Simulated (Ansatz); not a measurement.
# CsI: the cell at several levels of theory

An exercise on one series of results from a longer session: the logs are not shown, and one member is left open.

The runs shown are made with Ansatz 0.2.0. PAW datasets, plane waves, zero pressure. Computed at 0 K without zero-point motion; spin polarisation is off.

### The system as given

The symmetry is Pm-3m (No. 221, cubic); conventional cell a = 4.778 Å, 54.53 Å³ an atom. Near Cs stand 8 I at 4.14 Å; near I stand 8 Cs at 4.14 Å.

As a file:

```cif
data_structure
_symmetry_space_group_name_H-M 'Pm-3m'
_symmetry_Int_Tables_number 221
_cell_length_a 4.7778
_cell_length_b 4.7778
_cell_length_c 4.7778
_cell_angle_alpha 90.000
_cell_angle_beta 90.000
_cell_angle_gamma 90.000
_cell_volume 109.07
loop_
_atom_site_label
_atom_site_type_symbol
_atom_site_symmetry_multiplicity
_atom_site_Wyckoff_symbol
_atom_site_fract_x
_atom_site_fract_y
_atom_site_fract_z
_atom_site_occupancy
Cs1 Cs 1 a 0.00000 0.00000 0.00000 1
I1 I 1 b 0.50000 0.50000 0.50000 1
```

Set-up of the first run:

The input, input.yaml:

```yaml
crystal:
  lattice:
    - [4.7778286664, 0.0, 0.0]
    - [0.0, 4.7778286664, 0.0]
    - [0.0, 0.0, 4.7778286664]
  atoms:
    - { symbol: Cs, position: [0.0, 0.0, 0.0] }
    - { symbol: I, position: [0.5, 0.5, 0.5] }
kpoints:
  mp_grid: { grid: [6, 6, 6] }
hamiltonian:
  xc: pbe
scf:
  occupations: { method: fermi_dirac, width: 0.02 }
relax:
  f_tol: 0.005
  cell: {}
```

The run is started by

```sh
> ansatz run input.yaml --threads 4 --pin off --max-ram 7372MiB --backend cpu --events-out ev --progress --plain --runs-dir out
```

Among the steps run: Relaxation with PBE; Relaxing with r2SCAN; Relaxing with PBEsol; Relaxation with LDA; HSE06: cell and atoms.

One table of the session follows, with a row left open; its other results are not shown here.

It belongs to the step «The cells side by side». 

```
 level  a (Å)  volume (Å³/atom)
   PBE  4.666            50.777
r2SCAN  4.608            48.926
PBEsol  4.512            45.941
   LDA      ?                 ?
 HSE06  4.637            49.848
```

**Question.** Estimate the row for LDA.

The run gave: a (Å): 4.402; volume (Å³/atom): 42.656. In the column «a (Å)» it is the lowest.

In words: The first relaxation changed the volume by -6.9 % from the start. The volume runs from LDA (least) to PBE (most), a spread of 19.0 %, or 6.0 % in length if all axes shared it alike. The meshes differ: PBE 6×6×6, r2SCAN 6×6×6, PBEsol 6×6×6, LDA 6×6×6, HSE06 4×4×4.
